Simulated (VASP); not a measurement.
A run of VASP 6.6.1:

The input POSCAR:

```
MgS
1.0
    4.0346224068      0.0000000000      0.0000000000
   -2.0173112034      3.4940854990      0.0000000000
    0.0000000000      0.0000000000      6.4322941800
S Mg
2 2
Direct
    0.6666666667      0.3333333333      0.8792441500
    0.3333333333      0.6666666667      0.3792441500
    0.3333333333      0.6666666667      0.9957548500
    0.6666666667      0.3333333333      0.4957548500
```

Contents of INCAR.step1:

```
SYSTEM = MgS
ALGO     = Normal         ! electronic algorithm
EDIFF    = 1E-5           ! SCF threshold, eV
ENCUT    = 520            ! plane-wave cutoff, eV
GGA      = PE             ! functional
ISIF     = 2              ! what is computed and relaxed
ISMEAR   = -1             ! smearing method
LASPH    = .True.         ! aspherical terms in the spheres
LCHARG   = .False.        ! write CHGCAR
LREAL    = .False.        ! projectors in reciprocal space
LWAVE    = .True.         ! write WAVECAR
NELM     = 100            ! most SCF steps
PREC     = Accurate       ! precision mode
SIGMA    = 0.05           ! smearing width, eV
```

Contents of INCAR.step2:

```
SYSTEM = MgS
AEXX     = 0.5            ! exact-exchange fraction
ALGO     = Normal         ! electronic algorithm
EDIFF    = 1E-7           ! SCF threshold, eV
ENCUT    = 520            ! plane-wave cutoff, eV
GGA      = PE             ! functional
HFSCREEN = 0.2            ! screening, 1/A
ISIF     = 2              ! what is computed and relaxed
ISMEAR   = -1             ! smearing method
ISTART   = 1            
LASPH    = .True.         ! aspherical terms in the spheres
LCHARG   = .False.        ! write CHGCAR
LHFCALC  = .True.         ! exact exchange
LREAL    = .False.        ! projectors in reciprocal space
LWAVE    = .False.        ! write WAVECAR
NELM     = 100            ! most SCF steps
PREC     = Accurate       ! precision mode
PRECFOCK = Fast         
SIGMA    = 0.05           ! smearing width, eV
```

Contents of KPOINTS:

```
k-points
0
Gamma
  4 4 2
  0 0 0
```

Potentials or basis: VASP PAW PBE potentials, release 64 (S, Mg).

Launch:

```console
$ cat potpaw_PBE.64/S/POTCAR potpaw_PBE.64/Mg/POTCAR > POTCAR
$ cp INCAR.step1 INCAR
$ mpirun -np 1 vasp_std > vasp.out
$ cp INCAR.step2 INCAR
$ mpirun -np 1 vasp_std > vasp.out
```

Hardware: 1 thread of Intel(R) Xeon(R) Platinum 8488C (Sapphire Rapids), with other jobs on the host.

Task: Estimate the wall time of this run.

Result: Wall time 94 s on 1 thread of Intel(R) Xeon(R) Platinum 8488C (Sapphire Rapids), with other jobs on the host, peak memory 0.29 GiB. Counts: scf iterations 12, k points 8.
